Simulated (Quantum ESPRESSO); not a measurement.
# Sn (I4/mmm) in Quantum ESPRESSO: further runs

The runs below take Sn through band structure, single point, equation of state, with PBEsol, LDA.

Program: Quantum ESPRESSO 7.5. These are calculated values, not measurements. Logs are shortened: lines on timing, memory, paths and dates and some standing lists are left out, and cuts for length are marked.

## 1. The structure

Symmetry: I4/mmm, No. 139, tetragonal system. The conventional cell has a = 4.058 Å, b = 4.058 Å, c = 3.322 Å, α = 90.00°, β = 90.00°, γ = 90.00°. Around Sn (site symmetry 4/mmm) lie 10 Sn at 3.32 Å.

This isn't the form of Sn at room conditions, which is tetragonal (white tin).

## 2. Band structure, PBEsol

pw.in reads:

```
&CONTROL
  calculation = 'scf'
  prefix = 'pwscf'
  outdir = './tmp'
  pseudo_dir = './pseudo'
  tprnfor = .true.
  tstress = .true.
  disk_io = 'low'
/
&SYSTEM
  ibrav = 0
  celldm(1) = 8
  nat = 1
  ntyp = 1
  ecutwfc = 68
  ecutrho = 544
  nbnd = 13
  occupations = 'smearing'
  smearing = 'fd'
  degauss = 0.00367493
/
&ELECTRONS
  conv_thr = 2d-10
  electron_maxstep = 120
  mixing_beta = 0.5
/
ATOMIC_SPECIES
Sn   118.7100 sn_pbesol_v1.4.uspp.F.UPF
CELL_PARAMETERS alat
 -0.4793265302226   0.4793265302226   0.3922976923850
  0.4793265302226  -0.4793265302226   0.3922976923850
  0.4793265302226   0.4793265302226  -0.3922976923850
ATOMIC_POSITIONS crystal
Sn     0.0000000000    0.0000000000    0.0000000000
K_POINTS automatic
10 10 10 0 0 0
```

bands.in reads:

```
&CONTROL
  calculation = 'bands'
  prefix = 'pwscf'
  outdir = './tmp'
  pseudo_dir = './pseudo'
  disk_io = 'low'
  verbosity = 'high'
/
&SYSTEM
  ibrav = 0
  celldm(1) = 8
  nat = 1
  ntyp = 1
  ecutwfc = 68
  ecutrho = 544
  nbnd = 13
  occupations = 'smearing'
  smearing = 'fd'
  degauss = 0.00367493
/
&ELECTRONS
  conv_thr = 1d-08
  electron_maxstep = 120
  mixing_beta = 0.5
  diago_full_acc = .true.
  startingwfc = 'random'
/
ATOMIC_SPECIES
Sn   118.7100 sn_pbesol_v1.4.uspp.F.UPF
CELL_PARAMETERS alat
 -0.4793265302226   0.4793265302226   0.3922976923850
  0.4793265302226  -0.4793265302226   0.3922976923850
  0.4793265302226   0.4793265302226  -0.3922976923850
ATOMIC_POSITIONS crystal
Sn     0.0000000000    0.0000000000    0.0000000000
K_POINTS crystal
60
 0.0000000000  0.0000000000  0.0000000000 1
 0.0000000000  0.0000000000  0.0833333333 1
 0.0000000000  0.0000000000  0.1666666667 1
 0.0000000000  0.0000000000  0.2500000000 1
 0.0000000000  0.0000000000  0.3333333333 1
 0.0000000000  0.0000000000  0.4166666667 1
 0.0000000000  0.0000000000  0.5000000000 1
-0.0833333333  0.0833333333  0.5000000000 1
-0.1666666667  0.1666666667  0.5000000000 1
-0.2500000000  0.2500000000  0.5000000000 1
-0.3333333333  0.3333333333  0.5000000000 1
-0.4166666667  0.4166666667  0.5000000000 1
-0.5000000000  0.5000000000  0.5000000000 1
-0.4444444444  0.4444444444  0.4444444444 1
-0.3888888889  0.3888888889  0.3888888889 1
-0.3333333333  0.3333333333  0.3333333333 1
-0.2777777778  0.2777777778  0.2777777778 1
-0.2222222222  0.2222222222  0.2222222222 1
-0.1666666667  0.1666666667  0.1666666667 1
-0.1111111111  0.1111111111  0.1111111111 1
-0.0555555556  0.0555555556  0.0555555556 1
 0.0000000000  0.0000000000  0.0000000000 1
 0.0463843371  0.0463843371 -0.0463843371 1
 0.0927686742  0.0927686742 -0.0927686742 1
 0.1391530112  0.1391530112 -0.1391530112 1
 0.1855373483  0.1855373483 -0.1855373483 1
 0.2319216854  0.2319216854 -0.2319216854 1
 0.2783060225  0.2783060225 -0.2783060225 1
 0.3246903595  0.3246903595 -0.3246903595 1
 0.3710746966  0.3710746966 -0.3710746966 1
 0.4174590337  0.4174590337 -0.4174590337 1
 0.3965266545  0.3965266545 -0.3340266545 1
 0.3755942753  0.3755942753 -0.2505942753 1
 0.3546618961  0.3546618961 -0.1671618961 1
 0.3337295168  0.3337295168 -0.0837295168 1
 0.3127971376  0.3127971376 -0.0002971376 1
 0.2918647584  0.2918647584  0.0831352416 1
 0.2709323792  0.2709323792  0.1665676208 1
 0.2500000000  0.2500000000  0.2500000000 1
 0.2000000000  0.3000000000  0.2000000000 1
 0.1500000000  0.3500000000  0.1500000000 1
 0.1000000000  0.4000000000  0.1000000000 1
 0.0500000000  0.4500000000  0.0500000000 1
 0.0000000000  0.5000000000  0.0000000000 1
-0.0596370048  0.5117915666  0.0596370048 1
-0.1192740096  0.5235831332  0.1192740096 1
-0.1789110144  0.5353746998  0.1789110144 1
-0.2385480193  0.5471662665  0.2385480193 1
-0.2981850241  0.5589578331  0.2981850241 1
-0.3578220289  0.5707493997  0.3578220289 1
-0.4174590337  0.5825409663  0.4174590337 1
-0.5000000000  0.5000000000  0.5000000000 1
 0.0000000000  0.0000000000  0.5000000000 1
 0.0357142857  0.0357142857  0.4642857143 1
 0.0714285714  0.0714285714  0.4285714286 1
 0.1071428571  0.1071428571  0.3928571429 1
 0.1428571429  0.1428571429  0.3571428571 1
 0.1785714286  0.1785714286  0.3214285714 1
 0.2142857143  0.2142857143  0.2857142857 1
 0.2500000000  0.2500000000  0.2500000000 1
```

Potentials or basis: GBRV 1.5 PBEsol.

On the command line:

```
> OMP_NUM_THREADS=1 mpirun -n 2 pw.x -nk 2 -in pw.in > pw.out
> OMP_NUM_THREADS=1 mpirun -n 2 pw.x -nk 2 -in bands.in > bands.out
```

pw.out:

```text
This program is part of the open-source Quantum ESPRESSO suite
     for quantum simulation of materials; please cite
[... 13 lines left out ...]
     --------------------
     sticks:   dense  smooth     PW     G-vecs:    dense   smooth      PW
     Sum        1483     745    253                39679    13961    2909

     Using Slab Decomposition

     bravais-lattice index     =            0
     lattice parameter (alat)  =       8.0000  a.u.
     unit-cell volume          =     184.5902 (a.u.)^3
     number of atoms/cell      =            1
     number of atomic types    =            1
     number of electrons       =        14.00
     number of Kohn-Sham states=           13
     kinetic-energy cutoff     =      68.0000  Ry
     charge density cutoff     =     544.0000  Ry
     scf convergence threshold =      2.0E-10
     mixing beta               =       0.5000
     number of iterations used =            8  plain     mixing
     Exchange-correlation= SLA  PW   PSX  PSC
                           (   1   4  10   8   0   0   0)

     celldm(1)=   8.000000  celldm(2)=   0.000000  celldm(3)=   0.000000
     celldm(4)=   0.000000  celldm(5)=   0.000000  celldm(6)=   0.000000

     crystal axes: (cart. coord. in units of alat)
               a(1) = (  -0.479327   0.479327   0.392298 )
               a(2) = (   0.479327  -0.479327   0.392298 )
               a(3) = (   0.479327   0.479327  -0.392298 )

     reciprocal axes: (cart. coord. in units 2 pi/alat)
               b(1) = ( -0.000000  1.043130  1.274542 )
               b(2) = (  1.043130 -0.000000  1.274542 )
               b(3) = (  1.043130  1.043130  0.000000 )

     PseudoPot. # 1 for Sn read from file:
     sn_pbesol_v1.4.uspp.F.UPF
     Pseudo is Ultrasoft + core correction, Zval = 14.0
     Generated by new atomic code, or converted to UPF format
     Using radial grid of  891 points,  6 beta functions with:
                l(1) =   0
                l(2) =   0
                l(3) =   1
                l(4) =   1
                l(5) =   2
                l(6) =   2
     Q(r) pseudized with  8 coefficients,  rinner =    1.350   1.350   1.350
                                                       1.350   1.350

     atomic species   valence    mass     pseudopotential
     Sn               14.00   118.71000     Sn( 1.00)

     16 Sym. Ops., with inversion, found

   Cartesian axes

     site n.     atom                  positions (alat units)
         1        Sn     tau(   1) = (   0.0000000   0.0000000   0.0000000  )

     number of k points=   102  Fermi-Dirac smearing, width (Ry)=  0.0037

     Number of k-points >= 100: set verbosity='high' to print them.

     Dense  grid:    39679 G-vectors     FFT dimensions: (  48,  48,  48)

     Smooth grid:    13961 G-vectors     FFT dimensions: (  36,  36,  36)

     Initial potential from superposition of free atoms

     starting charge      13.0000, renormalised to      14.0000
     Starting wfcs are    9 randomized atomic wfcs +    4 random wfcs

     Self-consistent Calculation

     iteration #  1     ecut=    68.00 Ry     beta= 0.50
     Davidson diagonalization with overlap
     ethr =  1.00E-02,  avg # of iterations =  7.2

     total energy              =    -158.64327348 Ry
     estimated scf accuracy    <       1.17046286 Ry

     iteration #  2     ecut=    68.00 Ry     beta= 0.50
     Davidson diagonalization with overlap
     ethr =  8.36E-03,  avg # of iterations =  2.0

     total energy              =    -158.91622345 Ry
     estimated scf accuracy    <       0.01178757 Ry

     iteration #  3     ecut=    68.00 Ry     beta= 0.50
     Davidson diagonalization with overlap
     ethr =  8.42E-05,  avg # of iterations =  4.6

     total energy              =    -158.91755783 Ry
     estimated scf accuracy    <       0.00296916 Ry

     iteration #  4     ecut=    68.00 Ry     beta= 0.50
     Davidson diagonalization with overlap
     ethr =  2.12E-05,  avg # of iterations =  2.8

     total energy              =    -158.91794248 Ry
     estimated scf accuracy    <       0.00031831 Ry

     iteration #  5     ecut=    68.00 Ry     beta= 0.50
     Davidson diagonalization with overlap
     ethr =  2.27E-06,  avg # of iterations =  4.0

     total energy              =    -158.91805491 Ry
     estimated scf accuracy    <       0.00001657 Ry

     iteration #  6     ecut=    68.00 Ry     beta= 0.50
     Davidson diagonalization with overlap
     ethr =  1.18E-07,  avg # of iterations =  1.8

     total energy              =    -158.91804918 Ry
     estimated scf accuracy    <       0.00000946 Ry

     iteration #  7     ecut=    68.00 Ry     beta= 0.50
     Davidson diagonalization with overlap
     ethr =  6.75E-08,  avg # of iterations =  2.0

     total energy              =    -158.91805193 Ry
     estimated scf accuracy    <       0.00000003 Ry

     iteration #  8     ecut=    68.00 Ry     beta= 0.50
     Davidson diagonalization with overlap
     ethr =  2.29E-10,  avg # of iterations =  4.3

     total energy              =    -158.91805196 Ry
     estimated scf accuracy    <          3.7E-09 Ry

     iteration #  9     ecut=    68.00 Ry     beta= 0.50
     Davidson diagonalization with overlap
     ethr =  2.65E-11,  avg # of iterations =  2.0

     total energy              =    -158.91805196 Ry
     estimated scf accuracy    <          8.1E-10 Ry

     iteration # 10     ecut=    68.00 Ry     beta= 0.50
     Davidson diagonalization with overlap
     ethr =  5.81E-12,  avg # of iterations =  2.2

     End of self-consistent calculation

     Number of k-points >= 100: set verbosity='high' to print the bands.

     the Fermi energy is    10.5451 ev

!    total energy              =    -158.91805196 Ry
     estimated scf accuracy    <          1.3E-11 Ry
     smearing contrib. (-TS)   =      -0.00034903 Ry
     internal energy E=F+TS    =    -158.91770293 Ry

     The total energy is F=E-TS. E is the sum of the following terms:
     one-electron contribution =     -54.43602206 Ry
     hartree contribution      =      37.32080934 Ry
     xc contribution           =     -42.53831001 Ry
     ewald contribution        =     -99.26418021 Ry

     convergence has been achieved in  10 iterations

     Forces acting on atoms (cartesian axes, Ry/au):

     atom    1 type  1   force =     0.00000000    0.00000000    0.00000000

     Total force =     0.000000     Total SCF correction =     0.000000

     Computing stress (Cartesian axis) and pressure

          total   stress  (Ry/bohr**3)                   (kbar)     P=      -21.86
  -0.00017213   0.00000000   0.00000000          -25.32        0.00        0.00
   0.00000000  -0.00017213   0.00000000            0.00      -25.32        0.00
   0.00000000   0.00000000  -0.00010151            0.00        0.00      -14.93

=------------------------------------------------------------------------------=
   JOB DONE.
=------------------------------------------------------------------------------=
```

Run time: 40 s. Hardware: 2 MPI ranks of Intel Xeon at 2.70GHz, shared host; peak memory 0.28 GiB.

What came out:

```
Free energy            : -2162.1902 eV
Pressure               : -2.2 GPa
Band gap on the k mesh : none (metal or under the smearing width)
```

Stress tensor (GPa, compression positive):
```
-2.53  0.00  0.00
 0.00 -2.53  0.00
 0.00  0.00 -1.49
```

Levels at the corners of the path, in eV from the Fermi level:
```csv
point,band 4,band 5,band 6,band 7,band 8,band 9,band 10,band 11
Γ,-21.36,-21.25,-11.01,6.81,6.81,9.34,10.30,11.41
X,-21.29,-21.21,-7.25,-4.64,5.83,7.79,10.41,10.96
M,-21.22,-21.19,-3.38,-1.52,-1.52,2.57,3.09,6.14
Γ,-21.36,-21.25,-11.01,6.81,6.81,9.34,10.30,11.41
Z,-21.25,-21.21,-3.36,-1.09,-1.09,0.04,3.41,9.61
P,-21.29,-21.24,-4.85,-2.11,-0.85,-0.85,15.49,15.49
N,-21.22,-21.20,-5.74,-4.12,3.12,4.37,7.22,7.43
Z1,-21.25,-21.21,-3.36,-1.09,-1.09,0.04,3.41,9.61
M,-21.22,-21.19,-3.38,-1.52,-1.52,2.57,3.09,6.14
X,-21.29,-21.21,-7.25,-4.64,5.83,7.79,10.41,10.96
P,-21.29,-21.24,-4.85,-2.11,-0.85,-0.85,15.49,15.49
```

Caveat: spin-orbit coupling is left out, which moves the levels of the heavy elements.

(Part 1 of 2 ends here.)
